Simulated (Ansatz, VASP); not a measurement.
# GaP: VASP and Ansatz over several settings

```
Ga P
1.0
     0.00000    2.68842    2.68842
     2.68842    0.00000    2.68842
     2.68842    2.68842    0.00000
Ga P
1 1
Direct
  0.00000 0.00000 0.00000
  0.75000 0.75000 0.75000
```

Single points on this cell with VASP 6.6.1 and Ansatz 0.2.0. Each row is one pair of runs. Alike in all rows: k mesh: 8 × 8 × 8; smearing: fermi-dirac, width 0.05 eV; Ansatz's potentials, cutoff: Ansatz PAW, 420 eV.

```csv
level,spin,"VASP's potentials, cutoff","gap on the k mesh at the Fermi level (eV), VASP","gap on the k mesh at the Fermi level (eV), Ansatz","least direct gap on the mesh (eV), VASP","least direct gap on the mesh (eV), Ansatz","pressure (GPa), VASP","pressure (GPa), Ansatz"
LDA,"non-collinear, zero start, SOC","VASP PAW LDA potentials, release 64 (Ga_d, P), 520 eV",1.38,1.38,1.95,1.92,0.7,0.7
PBE+D4,off,"VASP PAW PBE potentials, release 64 (Ga_d, P), 520 eV",1.57,1.57,2.17,2.17,2.8,2.9
revPBE,off,"VASP PAW PBE potentials, release 64 (Ga_d, P), 520 eV",1.63,1.64,2.27,2.26,7.9,8.1
BLYP+D3(BJ),off,"VASP PAW PBE potentials, release 64 (Ga_d, P), 520 eV",1.72,1.71,2.08,2.06,3.8,3.6
```

Gap on the k mesh at the fermi level (eV): the two programs differ by at most 0.008; least direct gap on the mesh (eV): the two programs differ by at most 0.029; pressure (GPa): the two programs differ by at most 0.23.

Caveats: the PAW data sets were made with another functional, which shifts forces and pressure a little (VASP); the PAW data sets come from PBE, with cores solved anew for the run's functional, which leaves a small shift of forces and pressure (Ansatz).
